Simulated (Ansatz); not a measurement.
# Ni (Im-3m) in Ansatz: a series of runs

One crystal, Ni, is run at these levels: PBEsol+U, PBE+D4+U; tasks: density of states, band structure.

All numbers are computed with Ansatz 0.2.0; they aren't measurements. Logs are shortened: lines on timing, memory, paths and dates and some standing lists are left out, and cuts for length are marked.

## 1. The crystal as given

The structure is cubic, space group Im-3m (No. 229). Conventional cell: a = 2.767 Å, b = 2.767 Å, c = 2.767 Å, α = 90.00°, β = 90.00°, γ = 90.00°. Around Ni (site symmetry m-3m) lie 8 Ni at 2.40 Å.

This isn't the form of Ni at room conditions, which is fcc.

## 2. Density of states, PBEsol+U, collinear spin, ferromagnetic start

run.py

```python
import json

import ase.io
import numpy as np
import spglib

import ansatz as az

atoms = ase.io.read("Ni.cif")
cell, frac, numbers = spglib.find_primitive((atoms.cell[:], atoms.get_scaled_positions(), atoms.numbers), symprec=1e-5)
atoms = ase.Atoms(numbers, cell=cell, scaled_positions=frac, pbc=True)
atoms.set_initial_magnetic_moments([1.0])

calculation = (
    az.Crystal.from_ase(atoms)
    .calculation()
    .kpoints(13, 13, 13)
    .functional("pbesol")
    .pseudopotentials(kind="paw")
    .hubbard(projectors="all-electron-atomic")
    .hubbard("Ni", "d", u_eff=1.0)
    .spin("collinear")
    .scf(extra_bands=6)
    .occupations(method="methfessel_paxton", width=0.025)
    .density_of_states(energy_step=0.05, projected=False, nscf_kmesh=(20, 20, 20))
    .forces()
    .stress()
    .band_table(publish=True)
)
outcome = calculation.run(threads=2, events_out="events.jsonl")

report = outcome.report
for line in open("events.jsonl"):
    event = json.loads(line)
    if event["event"] == "scf_iter":
        d = event["data"]
        print(f"SCF {d['iter']:3d}  HF = {d['harris_foulkes_ev']:.6f} eV  dr2 = {d['dr2_ev']:.2e} eV")
    elif event["event"] in ("relax_step", "md_step"):
        d = event["data"]
        print(f"{event['event']} {d['step']:3d}  E = {d['lagrangian_ev']:.6f} eV")
np.set_printoptions(precision=5, suppress=True, linewidth=110)
print("converged:", report["converged"], "after", report["n_iterations"], "iterations")
print(f"free energy {report['free_energy_ev']:.6f} eV, Fermi level {report['fermi_energy_ev']:.4f} eV")
for key in ("band_edges_ev", "magnetization_mub", "site_moments_mub", "site_moments_nc_mub", "forces_ev_ang",
                "stress_gpa"):
    if report.get(key) is not None:
        print(key, np.array(report[key]), sep="\n")
```

Ni.cif

```cif
data_Ni
_cell_length_a 2.76743094
_cell_length_b 2.76743094
_cell_length_c 2.76743094
_cell_angle_alpha 90.00000000
_cell_angle_beta 90.00000000
_cell_angle_gamma 90.00000000
_space_group_name_H-M_alt 'Im-3m'
_space_group_name_Hall '-I 4 2 3'
_space_group_IT_number 229
loop_
_space_group_symop_operation_xyz
'x,y,z'
'-x,-y,-z'
'-y,x,z'
'y,-x,-z'
'-x,-y,z'
'x,y,-z'
'y,-x,z'
'-y,x,-z'
'x,-y,-z'
'-x,y,z'
'-y,-x,-z'
'y,x,z'
'-x,y,-z'
'x,-y,z'
'y,x,-z'
'-y,-x,z'
'z,x,y'
'-z,-x,-y'
'z,-y,x'
'-z,y,-x'
'z,-x,-y'
'-z,x,y'
'z,y,-x'
'-z,-y,x'
'-z,x,-y'
'z,-x,y'
'-z,-y,-x'
'z,y,x'
'-z,-x,y'
'z,x,-y'
'-z,y,x'
'z,-y,-x'
'y,z,x'
'-y,-z,-x'
'x,z,-y'
'-x,-z,y'
'-y,z,-x'
'y,-z,x'
'-x,z,y'
'x,-z,-y'
'-y,-z,x'
'y,z,-x'
'-x,-z,-y'
'x,z,y'
'y,-z,-x'
'-y,z,x'
'x,-z,y'
'-x,z,-y'
'x+1/2,y+1/2,z+1/2'
'-x+1/2,-y+1/2,-z+1/2'
'-y+1/2,x+1/2,z+1/2'
'y+1/2,-x+1/2,-z+1/2'
'-x+1/2,-y+1/2,z+1/2'
'x+1/2,y+1/2,-z+1/2'
'y+1/2,-x+1/2,z+1/2'
'-y+1/2,x+1/2,-z+1/2'
'x+1/2,-y+1/2,-z+1/2'
'-x+1/2,y+1/2,z+1/2'
'-y+1/2,-x+1/2,-z+1/2'
'y+1/2,x+1/2,z+1/2'
'-x+1/2,y+1/2,-z+1/2'
'x+1/2,-y+1/2,z+1/2'
'y+1/2,x+1/2,-z+1/2'
'-y+1/2,-x+1/2,z+1/2'
'z+1/2,x+1/2,y+1/2'
'-z+1/2,-x+1/2,-y+1/2'
'z+1/2,-y+1/2,x+1/2'
'-z+1/2,y+1/2,-x+1/2'
'z+1/2,-x+1/2,-y+1/2'
'-z+1/2,x+1/2,y+1/2'
'z+1/2,y+1/2,-x+1/2'
'-z+1/2,-y+1/2,x+1/2'
'-z+1/2,x+1/2,-y+1/2'
'z+1/2,-x+1/2,y+1/2'
'-z+1/2,-y+1/2,-x+1/2'
'z+1/2,y+1/2,x+1/2'
'-z+1/2,-x+1/2,y+1/2'
'z+1/2,x+1/2,-y+1/2'
'-z+1/2,y+1/2,x+1/2'
'z+1/2,-y+1/2,-x+1/2'
'y+1/2,z+1/2,x+1/2'
'-y+1/2,-z+1/2,-x+1/2'
'x+1/2,z+1/2,-y+1/2'
'-x+1/2,-z+1/2,y+1/2'
'-y+1/2,z+1/2,-x+1/2'
'y+1/2,-z+1/2,x+1/2'
'-x+1/2,z+1/2,y+1/2'
'x+1/2,-z+1/2,-y+1/2'
'-y+1/2,-z+1/2,x+1/2'
'y+1/2,z+1/2,-x+1/2'
'-x+1/2,-z+1/2,-y+1/2'
'x+1/2,z+1/2,y+1/2'
'y+1/2,-z+1/2,-x+1/2'
'-y+1/2,z+1/2,x+1/2'
'x+1/2,-z+1/2,y+1/2'
'-x+1/2,z+1/2,-y+1/2'
loop_
_atom_site_label
_atom_site_type_symbol
_atom_site_symmetry_multiplicity
_atom_site_Wyckoff_symbol
_atom_site_fract_x
_atom_site_fract_y
_atom_site_fract_z
_atom_site_occupancy
Ni1 Ni 2 a 0.0000000000 0.0000000000 0.0000000000 1
```

Potentials or basis: Ansatz PAW.

Launch:

```sh
> python run.py
```

The log of the run:

```text
DeckWarning: basis.ecutwfc = 420 eV, auto-derived from the records' recommended cutoffs: set by Ni (normal level)
PlacementWarning: RAYON_NUM_THREADS=2 ignored (pool sized by the plan → 2); use plan(threads=…)
SCF   1  HF = -5804.337556 eV  dr2 = 2.74e-02 eV
SCF   2  HF = -5804.382163 eV  dr2 = 2.72e-03 eV
SCF   3  HF = -5804.406598 eV  dr2 = 7.09e-03 eV
SCF   4  HF = -5804.420401 eV  dr2 = 3.90e-05 eV
SCF   5  HF = -5804.426263 eV  dr2 = 6.03e-04 eV
SCF   6  HF = -5804.429493 eV  dr2 = 3.74e-05 eV
SCF   7  HF = -5804.431192 eV  dr2 = 9.80e-06 eV
SCF   8  HF = -5805.057961 eV  dr2 = 4.01e-03 eV
SCF   9  HF = -5804.448497 eV  dr2 = 6.78e-02 eV
SCF  10  HF = -5804.498800 eV  dr2 = 2.96e-01 eV
[... 6 lines left out ...]
SCF  17  HF = -5804.434219 eV  dr2 = 7.62e-04 eV
SCF  18  HF = -5804.434104 eV  dr2 = 3.13e-05 eV
SCF  19  HF = -5804.434100 eV  dr2 = 1.84e-05 eV
SCF  20  HF = -5804.434111 eV  dr2 = 5.11e-05 eV
SCF  21  HF = -5804.434108 eV  dr2 = 3.96e-05 eV
SCF  22  HF = -5804.433804 eV  dr2 = 1.39e-07 eV
SCF  23  HF = -5804.433804 eV  dr2 = 1.51e-07 eV
SCF  24  HF = -5804.433806 eV  dr2 = 5.36e-06 eV
SCF  25  HF = -5804.433805 eV  dr2 = 8.95e-09 eV
SCF  26  HF = -5804.433805 eV  dr2 = 2.79e-11 eV
converged: True after 26 iterations
free energy -5804.433805 eV, Fermi level 18.2975 eV
magnetization_mub
-0.5835403659777914
site_moments_mub
[-0.61323]
forces_ev_ang
[[ 0.  0. -0.]]
stress_gpa
[[-3.11944 -0.       0.     ]
 [-0.      -3.11944  0.     ]
 [-0.       0.      -3.11944]]
```

dos.tsv:

```text
# E-E_F[eV]	g_bin_mean(E)[states/eV]	N(E)	g_bin_mean_up(E)	g_bin_mean_dn(E)	N_up(E)	N_dn(E)
# format = ansatz-dos/2
# fermi_ev = 18.301787
# fermi_mp_grid = 20 20 20
# fermi_mp_shift = 0 0 0
# nscf_kmesh_grid = 20 20 20
# nscf_kmesh_shift = 0 0 0
# tetrahedron_fermi_ev = 18.308590
# g_bin_mean(E): the states in a bin one row spacing wide, centred on E, divided by that spacing. States that the method places at a single energy (under output.dos.method: tetrahedron, those of a tetrahedron whose four corners have one energy) are counted whole in the row whose bin holds that energy (on the edge of two bins, in the lower row). The sum of g_bin_mean over a run of rows, times the row spacing, is the number of states from half a spacing under the first of them to half a spacing over the last (a plain sum, not the trapezoid rule).
-103.308966	0.000000e0	0.000000e0	0.000000e0	0.000000e0	0.000000e0	0.000000e0
-103.258966	0.000000e0	0.000000e0	0.000000e0	0.000000e0	0.000000e0	0.000000e0
-103.208966	0.000000e0	0.000000e0	0.000000e0	0.000000e0	0.000000e0	0.000000e0
-103.158966	0.000000e0	0.000000e0	0.000000e0	0.000000e0	0.000000e0	0.000000e0
-103.108966	0.000000e0	0.000000e0	0.000000e0	0.000000e0	0.000000e0	0.000000e0
-103.058966	0.000000e0	0.000000e0	0.000000e0	0.000000e0	0.000000e0	0.000000e0
[... 2565 lines left out ...]
25.241034	3.994520e-1	2.663961e1	1.945244e-1	2.049276e-1	1.331145e1	1.332817e1
25.291034	4.122190e-1	2.665989e1	2.003559e-1	2.118632e-1	1.332130e1	1.333859e1
```

occupation_matrices:

```text
# The occupation matrices of the corrected shells as a run of Ansatz 0.0.0 ended. An entry of
# hamiltonian.hubbard.sites starts from them by `starting_ns: <path of this file>`, where that key's refused
# combinations let it.
# Free energy -5804.433805 eV.
# projection_atom_Ni: [Ne] 3s2 3p6 3d8 4s2
format: ansatz-occupation-matrices/1
state: converged
spin: collinear
projectors: all-electron-atomic
projection_frame: null
lattice: # Å
  - [-1.38371547, 1.38371547, 1.38371547]
  - [1.38371547, -1.38371547, 1.38371547]
  - [1.38371547, 1.38371547, -1.38371547]
atoms: # fractions of the lattice vectors, and the starting moment (μ_B)
  - {symbol: Ni, position: [0.0, 0.0, 0.0], spin: 1.0}
sites: # a site counts the atoms from 0
  - {site: 0, l: d, shell: 3, starting_ns: [{spin: up, occupation_matrix: site0_d_up}, {spin: down, occupation_matrix: site0_d_down}]} # 9.010 electrons, moment -0.558 μ_B, filled orbitals 5 + 5
occupation_matrices: # on the real harmonics m = 0, +1, -1, ... of the Cartesian axes; of spinors up first
  site0_d_up:
    matrix:
      - [0.9092169530408087, -1.0842021724855044e-19, 5.421010862427522e-20, -2.2551405187698492e-17, -1.5178830414797062e-18]
      - [-7.589415207398531e-19, 0.8025960584109414, -8.673617379884035e-19, 5.421010862427522e-19, 0.0]
      - [5.421010862427522e-20, 3.0357660829594124e-18, 0.8025960584109414, 2.439454888092385e-19, 1.3010426069826053e-18]
      - [-3.2038174196946656e-17, 4.336808689942018e-19, -4.0657581468206416e-19, 0.9092169530408097, 7.047314121155779e-19]
      - [-2.3852447794681098e-18, 0.0, -1.3010426069826053e-18, 1.0842021724855044e-19, 0.8025960584109414]
  site0_d_down:
    matrix:
      - [0.9588318094758765, 9.486769009248164e-20, -8.131516293641283e-20, -2.1358782797964437e-17, -1.6263032587282567e-19]
      - [1.3552527156068805e-20, 0.9555322557946733, 0.0, 3.5575383784680614e-20, -3.2526065174565133e-19]
      - [-2.710505431213761e-20, 0.0, 0.9555322557946732, 0.0, -5.421010862427522e-19]
      - [-1.1600963245594897e-17, 3.5575383784680614e-20, 0.0, 0.9588318094758755, 2.1006417091906648e-19]
      - [-2.710505431213761e-19, 0.0, -1.0842021724855044e-19, 1.8295911660692887e-19, 0.9555322557946733]
```

Wall time 6.9 s (2 threads of Arm Neoverse V1, shared host); peak memory 0.42 GiB.

What came out:

| Property | Result |
| --- | --- |
| Free energy | -5804.4338 eV |
| Pressure | -3.1 GPa |
| Band gap on the k mesh | none (metal or under the smearing width) |
| Net moment | -0.58 μB per cell |
| Absolute moment | 0.65 μB per cell |
| Site moments | Ni -0.61 μB |
| Density of states at the Fermi level | 1.20 states/eV per cell |

States per cell in windows of 1 eV (zero at the Fermi level; states under -8 eV left out):
| from (eV) | up | down |
| --- | --- | --- |
| -8.0 | 0.05 | 0.05 |
| -7.0 | 0.07 | 0.07 |
| -6.0 | 0.11 | 0.16 |
| -5.0 | 0.33 | 0.62 |
| -4.0 | 0.56 | 1.00 |
| -3.0 | 1.22 | 0.95 |
| -2.0 | 0.66 | 1.15 |
| -1.0 | 1.66 | 1.24 |
| 0.0 | 0.65 | 0.15 |
| 1.0 | 0.17 | 0.14 |
| 2.0 | 0.14 | 0.13 |
| 3.0 | 0.12 | 0.11 |
| 4.0 | 0.10 | 0.08 |
| 5.0 | 0.07 | 0.06 |
| 6.0 | 0.04 | 0.04 |
| 7.0 | 0.15 | 0.19 |

Eigenvalues of the final occupation matrices:
| site | spin | trace | eigenvalues |
| --- | --- | --- | --- |
| site 1 | 1 | 4.23 | 0.80 0.80 0.80 0.91 0.91 |
| site 1 | 2 | 4.78 | 0.96 0.96 0.96 0.96 0.96 |

Caveat: the magnetic or orbital state may not be the lowest; the U is typed as a test and isn't derived for this compound. The state reached can hang on the start; a lower one may exist.

## 3. Density of states, PBEsol+U, collinear spin, ferromagnetic start

input.yaml

```yaml
crystal:
  lattice:
    - [-1.38371547, 1.38371547, 1.38371547]
    - [1.38371547, -1.38371547, 1.38371547]
    - [1.38371547, 1.38371547, -1.38371547]
  atoms:
    - { symbol: Ni, position: [0.0, 0.0, 0.0], spin: 1.0 }
hamiltonian:
  xc: pbesol
  pseudopotentials: { kind: paw }
  hubbard:
    sites: [{ species: Ni, l: d, u_eff: 1.0 }]
    projectors: all-electron-atomic
magnetization:
  spin_polarized: true
kpoints:
  mp_grid: { grid: [13, 13, 13] }
scf:
  occupations: { method: methfessel_paxton, width: 0.025 }
  n_extra_bands: 6
output:
  forces: true
  stress: true
  eigenvalues: true
  dos: { projected: false, de: 0.05, nscf_kmesh: { grid: [20, 20, 20] } }
```

Potentials or basis: Ansatz PAW.

Launch:

```sh
> ansatz run input.yaml --threads 2 --pin off --max-ram 5120MiB --backend cpu --events-out ev --progress --plain --runs-dir out
```

Run time: 5.8 s. Hardware: 2 threads of Arm Neoverse V1, shared host; peak memory 0.3 GiB.

Results (log left out):

```yaml
Free_energy: -5804.4338 eV
Pressure: -3.1 GPa
Band_gap_on_the_k_mesh: none (metal or under the smearing width)
Net_moment: -0.58 μB per cell
Absolute_moment: 0.65 μB per cell
Site_moments: Ni -0.61 μB
Density_of_states_at_the_Fermi_level: 1.20 states/eV per cell
```

Levels at points of the mesh, in eV from the Fermi level:
Spin up:
| k point | band 7 | band 8 | band 9 | band 10 | band 11 | band 12 |
| --- | --- | --- | --- | --- | --- | --- |
| (0.00, 0.00, 0.00) | -1.70 | -1.70 | -0.45 | -0.45 | 26.53 | 26.53 |
Spin down:
| k point | band 5 | band 6 | band 7 | band 8 | band 9 | band 10 | band 11 | band 12 | band 13 | band 14 |
| --- | --- | --- | --- | --- | --- | --- | --- | --- | --- | --- |
| (0.00, 0.00, 0.00) | -9.05 | -2.56 | -2.56 | -2.56 | -1.02 | -1.02 | 26.61 | 26.61 | 26.61 | 31.52 |

States per cell in windows of 1 eV (zero at the Fermi level; states under -8 eV left out):
```tsv
from (eV)	up	down
-8.0	0.05	0.05
-7.0	0.07	0.07
-6.0	0.11	0.16
-5.0	0.33	0.62
-4.0	0.56	1.00
-3.0	1.22	0.95
-2.0	0.66	1.15
-1.0	1.66	1.24
0.0	0.65	0.15
1.0	0.17	0.14
2.0	0.14	0.13
3.0	0.12	0.11
4.0	0.10	0.08
5.0	0.07	0.06
6.0	0.04	0.04
7.0	0.15	0.19
```

Eigenvalues of the final occupation matrices:
```csv
site,spin,trace,eigenvalues
site 1,1,4.23,0.80 0.80 0.80 0.91 0.91
site 1,2,4.78,0.96 0.96 0.96 0.96 0.96
```

Caveat: the magnetic or orbital state may not be the lowest; the PAW data sets come from PBE, with cores solved anew for the run's functional, which leaves a small shift of forces and pressure; the U is typed as a test and isn't derived for this compound.

[end of part 1 of 2]
